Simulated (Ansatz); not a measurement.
Si2Ni under changes of volume

One of the cells (13.166 Å³/atom); the others are scaled copies at fixed shape and fractional positions:

```
Ni Si
1.0
     0.00000    2.70300    2.70300
     2.70300    0.00000    2.70300
     2.70300    2.70300    0.00000
Ni Si
1 2
Direct
  0.00000 0.00000 0.00000
  0.75000 0.75000 0.75000
  0.25000 0.25000 0.25000
```

| Quantity | Value |
| --- | --- |
| Program | Ansatz 0.2.0 |
| Functional | PBE |
| Potentials or basis | Ansatz PAW |
| Cutoff | 420 eV (not typed: the program's choice for these potentials) |
| k mesh | 9 × 9 × 9 |
| Occupations | fermi-dirac, width 0.05 eV |
| Spin | collinear spin, ferromagnetic start |
| Starting moments | [1.0, 0.0, 0.0] μB |

```tsv
volume (Å³/atom)	energy over the lowest point (meV/atom)	pressure (GPa)
12.376	?	?
12.639	27.87	10.8
12.902	13.05	7.2
13.166	3.93	3.8
13.429	0.00	0.8
13.692	0.86	-2.0
13.956	6.08	-4.5
```

What does the run at 12.376 Å³/atom give?

Energy over the lowest point 48.90 meV/atom; pressure 14.8 GPa.

Worked out: A Birch-Murnaghan fit of order 3 (a polynomial in V^(-2/3)) to the other rows has its minimum at 13.51 Å³/atom with B0 = V·E''(V) = 145 GPa and B' = 3.6. It gives 48.90 meV/atom at 12.376 Å³/atom, against the run's 48.90, and -dE/dV = 14.8 GPa, against 14.8.

Energies are extrapolated to zero smearing.

Caveats: the starting moments weren't kept.
